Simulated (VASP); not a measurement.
## BaS in VASP 6.6.1, single-point calculation

INCAR

```
LWAVE = .FALSE.
ISIF = 2
ENCUT = 200
SIGMA = 0.02
LCHARG = .FALSE.
ISMEAR = -1
EDIFF = 1E-7
IBRION = -1
LREAL = .FALSE.
NBANDS = 15
PREC = Accurate
GGA = PE
NSW = 0
NELM = 64
LASPH = .TRUE.
```

KPOINTS

```
KPOINTS created by Atomic Simulation Environment
0
Gamma
3 3 3
0 0 0
```

POSCAR

```
Ba S
 1.0000000000000000
    -0.3439649086000000    3.3739416861999998    3.3739416861999998
     3.3739416861999998   -0.3439649086000000    3.3739416861999998
     3.3739416861999998    3.3739416861999998   -0.3439649086000000
 Ba  S
   1   1
Cartesian
 -0.0753922433324558 -0.0753922433324558 -0.0753922433324558
  1.6763718592824557  1.6763718592824557  1.6763718592824555
```

The recommended PBE PAW datasets give the neutral cell 16 valence electrons.

Command

```
mpirun -np 1 vasp_std
```

Question: Predict the outcome of this run.

Answer: It converged. Results: gap between bands v and c on the k mesh 2.72 eV; least direct gap on the k mesh 3.02 eV; pressure -2.1 GPa. Band v is the last that the valence electrons fill when counted band by band, and c is the next.

OSZICAR

```
N       E                     dE             d eps       ncg     rms          rms(c)
DAV:   1     0.535976037382E+02    0.53598E+02   -0.39774E+03   180   0.433E+02
DAV:   2    -0.704083480302E+01   -0.60638E+02   -0.54452E+02   243   0.123E+02
DAV:   3    -0.105561085071E+02   -0.35153E+01   -0.34982E+01   252   0.311E+01
DAV:   4    -0.106125391863E+02   -0.56431E-01   -0.56424E-01   229   0.432E+00
DAV:   5    -0.106148294019E+02   -0.22902E-02   -0.22902E-02   268   0.688E-01    0.697E+00
DAV:   6    -0.968074378111E+01    0.93409E+00   -0.12894E+00   194   0.604E+00    0.501E+00
DAV:   7    -0.964458625281E+01    0.36158E-01   -0.36965E-01   201   0.279E+00    0.297E+00
DAV:   8    -0.965830020918E+01   -0.13714E-01   -0.43324E-02   201   0.116E+00    0.506E-01
DAV:   9    -0.966462210530E+01   -0.63219E-02   -0.10586E-02   180   0.584E-01    0.358E-01
DAV:  10    -0.966816547829E+01   -0.35434E-02   -0.18795E-03   208   0.200E-01    0.718E-02
DAV:  11    -0.966973977303E+01   -0.15743E-02   -0.17960E-03   187   0.199E-01    0.335E-02
DAV:  12    -0.966979460419E+01   -0.54831E-04   -0.83064E-05   243   0.420E-02    0.210E-02
DAV:  13    -0.966980622695E+01   -0.11623E-04   -0.15635E-05   187   0.221E-02    0.115E-02
DAV:  14    -0.966980777710E+01   -0.15501E-05   -0.26040E-06   222   0.837E-03    0.354E-03
DAV:  15    -0.966980785378E+01   -0.76681E-07   -0.66578E-07   194   0.432E-03
   1 F= -.96698079E+01 E0= -.96698079E+01  d E =-.102935E-11
```

These settings aren't sound, so the numbers aren't properties of the crystal.

On sound settings PBE gives a gap of 2.67 eV on its mesh and a pressure of -0.6 GPa for the intended cell.
